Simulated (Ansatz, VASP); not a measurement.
## Sb: VASP beside Ansatz

INCAR

```
SYSTEM = Sb
PREC = Accurate ; ENCUT = 520
EDIFF = 1E-7 ; ISMEAR = -1
SIGMA = 0.05 ; LREAL = .FALSE.
LASPH = .TRUE. ; NELM = 60
ALGO = Normal ; ISIF = 2
LWAVE = .FALSE. ; LCHARG = .FALSE.
GGA = PS ; NBANDS = 18
```

Contents of KPOINTS:

```
regular mesh
0
G
  6 6 4
  0 0 0
```

File POSCAR:

```
Sb
1.0
    4.4973118361      0.0000000000      0.0000000000
    0.0000000000      4.3914272939      0.0000000000
   -1.3116561893      0.0000000000      6.3216329680
Sb
4
Direct
    0.3399300000      0.2500000000      0.6836700000
    0.9366380000      0.7500000000      0.7627580000
    0.0633620000      0.2500000000      0.2372420000
    0.6600700000      0.7500000000      0.3163300000
```

Contents of input.yaml:

```yaml
crystal:
  lattice:
    - [4.4973118361, 0.0, 0.0]
    - [0.0, 4.3914272939, 0.0]
    - [-1.3116561893, 0.0, 6.321632968]
  atoms:
    - { symbol: Sb, position: [0.33993, 0.25, 0.68367] }
    - { symbol: Sb, position: [0.936638, 0.75, 0.762758] }
    - { symbol: Sb, position: [0.063362, 0.25, 0.237242] }
    - { symbol: Sb, position: [0.66007, 0.75, 0.31633] }
kpoints:
  mp_grid: { grid: [6, 6, 4] }
scf:
  occupations: { method: fermi_dirac, width: 0.05 }
hamiltonian:
  xc: pbesol
  pseudopotentials: { kind: all_electron, lapw: { basis_error: 0.001 } }
output:
  forces: true
  stress: true
  eigenvalues: true
```

Change from the starting cell: volume scaled by 0.98.

Alike in both runs: task single point; functional PBEsol; k mesh 6 × 6 × 4; occupations fermi-dirac, width 0.05 eV; no spin polarisation.

|  | VASP | Ansatz |
| --- | --- | --- |
| version | VASP 6.6.1 | Ansatz 0.2.0 |
| potentials or method | VASP PAW PBE potentials, release 64 (Sb) | all-electron LAPW, scalar-relativistic |
| plane-wave cutoff (eV) | 520 | see its input |

VASP gave:

- gap on the k mesh at the Fermi level (eV): none
- pressure (GPa): -1.3
- largest component of the traceless stress (GPa): 0.47
- rms of the force components (eV/Å): 0.078

Problem. Estimate Ansatz's values.

Solution. gap on the k mesh at the Fermi level (eV): none; pressure (GPa): -1.4; largest component of the traceless stress (GPa): 0.43; rms of the force components (eV/Å): 0.065.

Atom by atom the forces differ by 0.029 eV/Å (rms over components). A gap of «none» marks a metal or a gap that the smearing closes. Ansatz ran all-electron here, so the differences hold the error of VASP's frozen core and of both bases.

Caveats: the PAW data sets were made with another functional, which shifts forces and pressure a little (VASP). The runs have no spin-orbit coupling, so splittings on Sb are missing.
